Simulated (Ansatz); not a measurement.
# CaF2 (Fluorite) in Ansatz: the effect of functional

CaF2 (Fluorite):

```
CELL_PARAMETERS angstrom
0.00000 2.69409 2.69409
2.69409 0.00000 2.69409
2.69409 2.69409 0.00000
ATOMIC_POSITIONS crystal
Ca 0.00000 0.00000 0.00000
F 0.75000 0.75000 0.75000
F 0.25000 0.25000 0.25000
```

The cell isn't the ideal one: volume scaled by 0.96.

Alike in all runs:

| Item | Value |
| --- | --- |
| Program | Ansatz 0.2.0 |
| Task | single point |
| Potentials or basis | Ansatz PAW |
| k mesh | 8 × 8 × 8 |
| Occupations | fermi-dirac, width 0.05 eV |
| Spin | no spin polarisation |

| functional | cutoff | gap on the mesh (eV) | pressure (GPa) |
| --- | --- | --- | --- |
| LDA | 420 eV (not typed: the program's choice for these potentials) | 7.17 | -3.3 |
| PBEsol | 420 eV (not typed: the program's choice for these potentials) | 7.35 | 1.6 |
| r2SCAN | 500 eV (not typed: the program's choice for these potentials) | ? | ? |

Question: What does the run with functional r2SCAN give?

Answer: gap on the mesh 8.20 eV; pressure 2.7 GPa.

Caveats: the PAW data sets come from PBE, with cores solved anew for the run's functional, which leaves a small shift of forces and pressure.

A k mesh can miss the band edges.

Runs at the PBE level aren't shown here.
